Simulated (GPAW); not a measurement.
The system is BaTiO3.

```
CELL_PARAMETERS angstrom
2.82737 1.63238 2.31839
-2.82737 1.63238 2.31839
0.00000 -3.26476 2.31839
ATOMIC_POSITIONS crystal
Ba 0.00000 0.00000 0.00000
Ti 0.48450 0.48450 0.48450
O 0.50860 0.01750 0.50860
O 0.01750 0.50860 0.50860
O 0.50860 0.50860 0.01750
```

Base run:

| Item | Value |
| --- | --- |
| Program | GPAW 26.7.0 |
| Functional | PBEsol |
| Potentials or basis | PAW data sets generated in the run's folder for this functional |
| Cutoff | 800 eV |
| Basis | pw |
| k mesh | 7 × 7 × 7 |
| Occupations | fermi-dirac, width 0.05 eV |
| Spin | no spin polarisation |

Its results: band gap on the k mesh 2.43 eV, indirect (least direct gap 2.75 eV); pressure 0.3 GPa; largest force 0.204 eV/Å.

**Question.** The run is repeated on the same cell with these changes: k mesh from 7 × 7 × 7 to 5 × 5 × 5. What comes out?

**Answer.** Band gap on the k mesh 2.49 eV, indirect (least direct gap 2.76 eV); pressure 0.3 GPa; largest force 0.193 eV/Å.

Caveats: spin-orbit coupling is left out, which moves the levels of the heavy elements; an odd mesh through Γ misses points on the zone boundary, where band edges often lie (some runs); the mesh misses the band edges, which the band path finds closer together (some runs).
